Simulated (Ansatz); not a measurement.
Wanted: the native input for an Ansatz 0.2.0 run.

| Property | Result |
| --- | --- |
| Task | single point |
| Functional | PBE |
| Potentials or basis | Ansatz PAW |
| Cutoff | 420 eV (not typed: the program's choice for these potentials) |
| k mesh | 8 × 8 × 5 |
| Occupations | gaussian, width 0.02 eV |
| Spin | no spin polarisation |

ZrS2:

```
CELL_PARAMETERS angstrom
3.69138 0.00000 0.00000
-1.84569 3.19683 0.00000
0.00000 0.00000 6.04108
ATOMIC_POSITIONS crystal
Zr 0.00000 0.00000 0.00000
S 0.33333 0.66667 0.23791
S 0.66667 0.33333 0.76209
```

The cell is a database's computed one.

One way to write it, as run:

input.yaml

```yaml
crystal:
  lattice:
    - [3.6913825498, 0.0, 0.0]
    - [-1.8456912749, 3.1968310632, 0.0]
    - [0.0, 0.0, 6.04107701]
  atoms:
    - { symbol: Zr, position: [0.0, 0.0, 0.0] }
    - { symbol: S, position: [0.3333333333, 0.6666666667, 0.23790997] }
    - { symbol: S, position: [0.6666666667, 0.3333333333, 0.76209003] }
hamiltonian:
  xc: pbe
  pseudopotentials: { kind: paw }
kpoints:
  mp_grid: { grid: [8, 8, 5] }
scf:
  occupations: { method: gaussian, width: 0.02 }
output:
  forces: true
  stress: true
  eigenvalues: true
```

Potentials or basis: Ansatz PAW.

Launch:

```console
$ ansatz run input.yaml --threads 2 --pin off --max-ram 5632MiB --backend cpu --events-out ev --progress --plain --runs-dir out
```

It gave:

```json
{"Pressure": "0.5 GPa", "Largest force": "0.044 eV/Å", "Band gap on the k mesh": "1.05 eV, indirect (least direct gap 1.64 eV)"}
```

Caveat: odd divisions of the mesh miss points on the zone boundary, where band edges often lie, so the gap on the mesh can be too wide; this functional lacks dispersion, which binds the layers, so the pressure and a relaxed spacing across them are unreliable.

It took 4.2 s on 2 threads of Intel(R) Xeon(R) Processor @ 2.50GHz (Skylake/Cascade Lake), with other jobs on the host, peak memory 0.38 GiB.
